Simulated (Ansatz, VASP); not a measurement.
MgO: VASP beside Ansatz

```
CELL_PARAMETERS angstrom
0.00000 1.99811 2.17520
1.99811 0.00000 2.17520
1.99811 1.99811 0.00000
ATOMIC_POSITIONS crystal
Mg 0.00000 0.00000 0.00000
O 0.50000 0.50000 0.50000
```

Change from the starting cell: epitaxial_xy strain -5.0%.

Alike in both runs: task single point; functional r2SCAN; k mesh 10 × 10 × 10; no spin polarisation.

|  | VASP | Ansatz |
| --- | --- | --- |
| version | VASP 6.6.1 | Ansatz 0.2.0 |
| potentials or method | VASP PAW PBE potentials, release 64 (Mg, O) | plane waves, PAW |
| plane-wave cutoff (eV) | 520 | 500 |
| occupations | gaussian, width 0.01 eV | fixed |
| valence electrons in the cell | 8 | 16 |

```csv
,VASP,Ansatz,Ansatz less VASP
gap on the k mesh at the Fermi level (eV),6.22,6.25,+0.026
pressure (GPa),14.7,15.7,+1.05
largest component of the traceless stress (GPa),15.82,15.76,-0.058
```

The two sets of potentials don't hold the same shells in valence.

Caveats: the PAW data sets were made with another functional, which shifts forces and pressure a little (VASP).
